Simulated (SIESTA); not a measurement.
Co, a slab with vacuum:

```
Co
1.0
     2.53950    0.00000    0.00000
     0.00000    2.53950    0.00000
     0.00000    0.00000   25.77420
Co
7
Direct
  0.50000 0.50000 0.29099
  0.00000 0.00000 0.36066
  0.50000 0.50000 0.43033
  0.00000 0.00000 0.50000
  0.50000 0.50000 0.56967
  0.00000 0.00000 0.63934
  0.50000 0.50000 0.70901
```

The slab is cut from a database's or a generator's crystal, which needn't be the stable form of the element.

Base run:

* Program: SIESTA 5.4.2
* Functional: PBE
* Potentials or basis: PseudoDojo 0.4 standard (PBE files)
* Basis: DZP (energy shift 0.003 Ry; two zetas on semicore shells)
* Grid cutoff: 800 Ry
* Energy shift: 0.003 Ry
* k mesh: 7 × 7 × 1
* Occupations: fermi-dirac, width 0.05 eV
* Spin: collinear spin, ferromagnetic start
* Starting moments: [2.0, 2.0, 2.0, 2.0, 2.0, 2.0, 2.0] μB
* Hubbard terms: Co d U = 2 eV

Its results: band gap on the k mesh none (metal or under the smearing width); net moment 13.48 μB per cell; site moments Co +1.98, +1.89, +1.91, +1.92 μB; largest force 0.419 eV/Å.

Question: The run is repeated on the same cell with these changes: hubbard terms from Co d U = 2 eV to none. What comes out?

Answer: Band gap on the k mesh none (metal or under the smearing width); net moment 12.56 μB per cell; site moments Co +1.90, +1.76, +1.73 μB; largest force 0.722 eV/Å.

Caveats: the cell was measured hot, at 1300 K; the basis of atomic orbitals isn't converged, which shifts pressures, moduli and gaps; the U is typed as a test and isn't derived for this compound (some runs).
